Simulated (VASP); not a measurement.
# TiB (Pnma) in VASP: reference runs

How does TiB come out in PBEsol? The cell is run as given.

All numbers are computed with VASP 6.6.1; they aren't measurements. Logs are shortened: lines on timing, memory, paths and dates and some standing lists are left out, and cuts for length are marked.

## 1. Starting point

The structure is orthorhombic, space group Pnma (No. 62). The conventional cell has a = 6.120 Å, b = 3.060 Å, c = 4.560 Å, α = 90.00°, β = 90.00°, γ = 90.00°. Ti (site symmetry m) has 7 B at 2.34 to 2.54 Å as nearest neighbours. B (site symmetry m) has 2 B at 1.83 Å as nearest neighbours.

## 2. Single point, PBEsol

Input file INCAR:

```
ALGO = Normal
EDIFF = 1E-7
ENCUT = 520
GGA = PS
ISIF = 2
ISMEAR = -1
KPAR = 2
LASPH = T
LCHARG = T
LREAL = F
LVHAR = T
LWAVE = F
NBANDS = 40
NELM = 60
PREC = Accurate
SIGMA = 0.05
```

Input file KPOINTS:

```
k-points
0
Gamma
  5 9 6
```

Input file POSCAR:

```
TiB
1.0
    6.1200000000      0.0000000000      0.0000000000
    0.0000000000      3.0600000000      0.0000000000
    0.0000000000      0.0000000000      4.5600000000
Ti B
4 4
Direct
    0.6770000000      0.2500000000      0.3770000000
    0.3230000000      0.7500000000      0.6230000000
    0.8230000000      0.7500000000      0.8770000000
    0.1770000000      0.2500000000      0.1230000000
    0.5290000000      0.2500000000      0.8970000000
    0.4710000000      0.7500000000      0.1030000000
    0.9710000000      0.7500000000      0.3970000000
    0.0290000000      0.2500000000      0.6030000000
```

Potentials or basis: VASP PAW PBE potentials, release 64 (Ti_sv, B).

Run with:

```console
cat potpaw_PBE.64/Ti_sv/POTCAR potpaw_PBE.64/B/POTCAR > POTCAR
mpirun -np 2 vasp_std > vasp.out
```

OUTCAR:

```text
EDIFF = 1E-7
   ENCUT = 520
   GGA = PS
   ISIF = 2
   ISMEAR = -1
   LASPH = T
   LREAL = F
   NELM = 60
   PREC = Accurate

 ion  position               nearest neighbor table
   1  0.677  0.250  0.377-   6 2.34   6 2.34   7 2.36   7 2.36   5 2.37   8 2.39   5 2.54   2 2.88
                             2 2.88   3 2.89   3 2.89   3 2.89   3 2.89
   2  0.323  0.750  0.623-   5 2.34   5 2.34   8 2.36   8 2.36   6 2.37   7 2.39   6 2.54   1 2.88
                             1 2.88   4 2.89   4 2.89   4 2.89   4 2.89
   3  0.823  0.750  0.877-   8 2.34   8 2.34   5 2.36   5 2.36   7 2.37   6 2.39   7 2.54   4 2.88
                             4 2.88   1 2.89   1 2.89   1 2.89   1 2.89
   4  0.177  0.250  0.123-   7 2.34   7 2.34   6 2.36   6 2.36   8 2.37   5 2.39   8 2.54   3 2.88
                             3 2.88   2 2.89   2 2.89   2 2.89   2 2.89
   5  0.529  0.250  0.897-   6 1.83   6 1.83   2 2.34   2 2.34   3 2.36   3 2.36   1 2.37   4 2.39
                             1 2.54
   6  0.471  0.750  0.103-   5 1.83   5 1.83   1 2.34   1 2.34   4 2.36   4 2.36   2 2.37   3 2.39
                             2 2.54
   7  0.971  0.750  0.397-   8 1.83   8 1.83   4 2.34   4 2.34   1 2.36   1 2.36   3 2.37   2 2.39
                             3 2.54
   8  0.029  0.250  0.603-   7 1.83   7 1.83   3 2.34   3 2.34   2 2.36   2 2.36   4 2.37   1 2.39
                             4 2.54

  LATTYP: Found a simple orthorhombic cell.
 ALAT       =     3.0600000000
 B/A-ratio  =     1.4901960784
 C/A-ratio  =     2.0000000000

  Lattice vectors:

 A1 = (   0.0000000000,   3.0600000000,   0.0000000000)
 A2 = (   0.0000000000,   0.0000000000,   4.5600000000)
 A3 = (   6.1200000000,   0.0000000000,   0.0000000000)

Analysis of symmetry for initial positions (statically):
=====================================================================
 Subroutine PRICEL returns:
 Original cell was already a primitive cell.

 Routine SETGRP: Setting up the symmetry group for a
 simple orthorhombic supercell.

 Subroutine GETGRP returns: Found  8 space group operations
 (whereof  2 operations were pure point group operations)
 out of a pool of  8 trial point group operations.

The static configuration has the point symmetry S_2 .
 The point group associated with its full space group is D_2h.

Analysis of symmetry for dynamics (positions and initial velocities):
=====================================================================
 Subroutine PRICEL returns:
 Original cell was already a primitive cell.

[... 127 lines left out ...]
   ISYM   =      2    0-nonsym 1-usesym 2-fastsym
   POTIM  = 0.5000    time-step for ionic-motion
   TEBEG  =    0.0;   TEEND  =   0.0 temperature during run
   PSTRESS=    0.0 pullay stress
   NELECT =      60.0000    total number of electrons
   NUPDOWN=      -1.0000    fix difference up-down
   EMIN   =  10.00;   EMAX   =-10.00  energy-range for DOS
   EFERMI =   0.00;   METHOD = LEGACY
   ISMEAR =    -1;   SIGMA  =   0.05  broadening in eV -4-tet -1-fermi 0-gaus
   EFERMI_NEDOS =   21; number of points for ismear=-14 and -15
   IALGO  =     38    algorithm
   IMIX   =      4    mixing-type and parameters
     AMIX     =   0.40;   BMIX     =  1.00
     AMIX_MAG =   1.60;   BMIX_MAG =  1.00
  volume/ion in A,a.u.               =      10.67        72.04
  Fermi-wavevector in a.u.,A,eV,Ry     =   1.455390  2.750288 28.819312  2.118160
  Thomas-Fermi vector in A             =   2.572430
   LORBIT       =      0    0 simple, 1 ext, 2 COOP (PROOUT), +10 PAW based schemes
   GGA     = PS    functional components
   LHFCALC =     F    Hartree Fock is set to
   AEXX    =    0.0000 exact exchange contribution
   IVDW    =     0    specifies the selected vdW correction
   LEPSILON=     F    determine dielectric tensor
   LRPA    =     F    only Hartree local field effects (RPA)
 non-spin polarized calculation
  energy-cutoff  :      520.00
  volume of cell :       85.40
 maximum number of plane-waves:      2328
 NGX is ok and might be reduce to    48
   NGX = 23   NGY = 11   NGZ = 17

 number of electron      60.0000028 magnetization

 Free energy of the ion-electron system (eV)
  ---------------------------------------------------
  ext. energy  EPLUGINS =         0.00000000
  ---------------------------------------------------
  free energy    TOTEN  =       -68.57698811 eV

  energy without entropy =      -68.54233386  energy(sigma->0) =      -68.55966099

 E-fermi :   8.5639     XC(G=0): -12.4750

 val. band max:        8.5636970249   @ k =   0.2000   0.4444   0.3333
 cond. band min:       8.5665429046   @ k =   0.4000   0.3333   0.3333
 fundamental gap:      0.0028458797
 Fermi energy:         8.5638801619

 k-point     1 :       0.0000    0.0000    0.0000
  band No.  band energies     occupation
      1     -47.4959      2.00000
      2     -47.4381      2.00000
      3     -47.3920      2.00000
      4     -47.3560      2.00000
      5     -24.0682      2.00000
      6     -24.0536      2.00000
[... 1021 lines left out ...]
     39      11.9362      0.00000
     40      12.0499      0.00000

 [... further k-points ...]

------------------------ aborting loop because EDIFF is reached ----------------------------------------

  FORCE on cell =-STRESS in cart. coord.  units (eV):
  Direction    XX          YY          ZZ          XY          YZ          ZX
  --------------------------------------------------------------------------------------
  -------------------------------------------------------------------------------------
  Total       -3.0728874     -2.9143950     -2.9536832      0.0000000     -0.0000000      0.0000000
  in kB      -57.6526849    -54.6790935    -55.4162078      0.0000000     -0.0000000      0.0000000
  external PRESSURE =     -55.9159954 kB  Pullay stress =       0.0000000 kB

 VOLUME and BASIS-vectors are now :
 -----------------------------------------------------------------------------
  energy-cutoff  :      520.00
  volume of cell :       85.40
      direct lattice vectors                 reciprocal lattice vectors
     6.120000000  0.000000000  0.000000000     0.163398693  0.000000000  0.000000000
     0.000000000  3.060000000  0.000000000     0.000000000  0.326797386  0.000000000
     0.000000000  0.000000000  4.560000000     0.000000000  0.000000000  0.219298246

 POSITION                                       TOTAL-FORCE (eV/Angst)
 -----------------------------------------------------------------------------------
      4.14324      0.76500      1.71912         0.103700     -0.000000      0.008846
      1.97676      2.29500      2.84088        -0.103700     -0.000000     -0.008846
      5.03676      2.29500      3.99912        -0.103700     -0.000000      0.008846
      1.08324      0.76500      0.56088         0.103700      0.000000     -0.008846
      3.23748      0.76500      4.09032         0.057382      0.000000      0.248136
      2.88252      2.29500      0.46968        -0.057382     -0.000000     -0.248136
      5.94252      2.29500      1.81032        -0.057382     -0.000000      0.248136
      0.17748      0.76500      2.74968         0.057382     -0.000000     -0.248136
 -----------------------------------------------------------------------------------
    total drift:                               -0.000000      0.000000     -0.000000

  FREE ENERGIE OF THE ION-ELECTRON SYSTEM (eV)
  ---------------------------------------------------
  free  energy   TOTEN  =       -68.5769881138 eV

  energy  without entropy=      -68.5423338608  energy(sigma->0) =      -68.55966099
```

stdout:

```text
POSCAR found type information on POSCAR TiB
 POSCAR found :  2 types and       8 ions
 scaLAPACK will be used
 -----------------------------------------------------------------------------
|                                                                             |
|                                                                             |
|     You enforced a specific xc type in the INCAR file but a different       |
|     I HOPE YOU KNOW WHAT YOU ARE DOING!                                     |
|                                                                             |
 -----------------------------------------------------------------------------

 LDA part: xc-table for (Slater+PW92), standard interpolation
 POSCAR, INCAR and KPOINTS ok, starting setup
 FFT: planning ... GRIDC
 FFT: planning ... GRID_SOFT
 FFT: planning ... GRID
 WAVECAR not read
 entering main loop
```

Wall time 73 s (2 MPI ranks of AMD EPYC 9R14 (Zen 4), shared host); peak memory 0.27 GiB.

What came out:

```
Free energy            : -68.5770 eV
Pressure               : -5.6 GPa
Largest force          : 0.255 eV/Å
Band gap on the k mesh : none (metal or under the smearing width)
```

Forces on the atoms (eV/Å):
```
Ti   0.104  0.000  0.009
Ti  -0.104  0.000 -0.009
Ti  -0.104  0.000  0.009
Ti   0.104  0.000 -0.009
B    0.057  0.000  0.248
B   -0.057  0.000 -0.248
B   -0.057  0.000  0.248
B    0.057  0.000 -0.248
```

Levels at points of the mesh, in eV from the Fermi level:
```tsv
k point	band 27	band 28	band 29	band 30	band 31	band 32	band 33	band 34
(0.00, 0.00, 0.00)	-0.88	-0.70	0.63	0.79	0.92	1.23	1.47	1.60
(0.00, 0.00, 0.50)	-0.91	-0.91	-0.02	-0.02	1.60	1.60	2.07	2.07
```

Caveat: the PAW data sets were made with another functional, which shifts forces and pressure a little.
